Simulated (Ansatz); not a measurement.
hcp against fcc along group 14

These are results of Ansatz 0.2.0, DFT, RPBE, plane waves (420 eV) with PAW, scalar-relativistic, not measurements. The PAW files were generated under PBE, with cores re-solved for the functional.

Each structure is relaxed within its symmetry, in the lowest magnetic state of the tried starts. Differences under about 8 meV lie within the error of the k-point mesh.

```json
{"element": "Si", "E(hcp) − E(fcc) (meV/atom)": "-28", "V(hcp) (Å³/atom)": "14.57", "V(fcc) (Å³/atom)": "14.62", "state of hcp": "spin not included", "state of fcc": "spin not included"}
{"element": "Ge", "E(hcp) − E(fcc) (meV/atom)": "9", "V(hcp) (Å³/atom)": "19.84", "V(fcc) (Å³/atom)": "20.07", "state of hcp": "spin not included", "state of fcc": "spin not included"}
{"element": "Sn", "E(hcp) − E(fcc) (meV/atom)": "-2", "V(hcp) (Å³/atom)": "28.56", "V(fcc) (Å³/atom)": "28.90", "state of hcp": "spin not included", "state of fcc": "spin not included"}
{"element": "Pb", "E(hcp) − E(fcc) (meV/atom)": "18", "V(hcp) (Å³/atom)": "33.19", "V(fcc) (Å³/atom)": "33.19", "state of hcp": "spin not included", "state of fcc": "spin not included"}
```
